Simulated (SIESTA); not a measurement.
Nb:

```
Nb
1.0
    -1.66395    1.66395    1.66395
     1.66395   -1.66395    1.66395
     1.66395    1.66395   -1.66395
Nb
1
Cartesian
  0.0000 0.0000 0.0000
```

Base run:

| Item | Value |
| --- | --- |
| Program | SIESTA 5.4.2 |
| Functional | PBEsol |
| Potentials or basis | PseudoDojo 0.4 standard (PBEsol files) |
| Basis | SZP (energy shift 0.003 Ry) |
| Grid cutoff | 800 Ry |
| Energy shift | 0.003 Ry |
| k mesh | 11 × 11 × 11 |
| Occupations | fermi-dirac, width 0.05 eV |
| Spin | no spin polarisation |

Its results: band gap on the k mesh none (metal or under the smearing width); pressure -5.2 GPa.

After a change of settings the same cell gave: band gap on the k mesh none (metal or under the smearing width); pressure -7.4 GPa. Which change was it?
A. basis from SZP (energy shift 0.003 Ry) to TZP (energy shift 0.003 Ry; two zetas on semicore shells)
B. basis from SZP (energy shift 0.003 Ry) to DZP (energy shift 0.003 Ry; two zetas on semicore shells)
C. basis from SZP (energy shift 0.003 Ry) to SZ (energy shift 0.003 Ry)

A.

Caveats: the basis of atomic orbitals isn't converged, which shifts pressures, moduli and gaps.
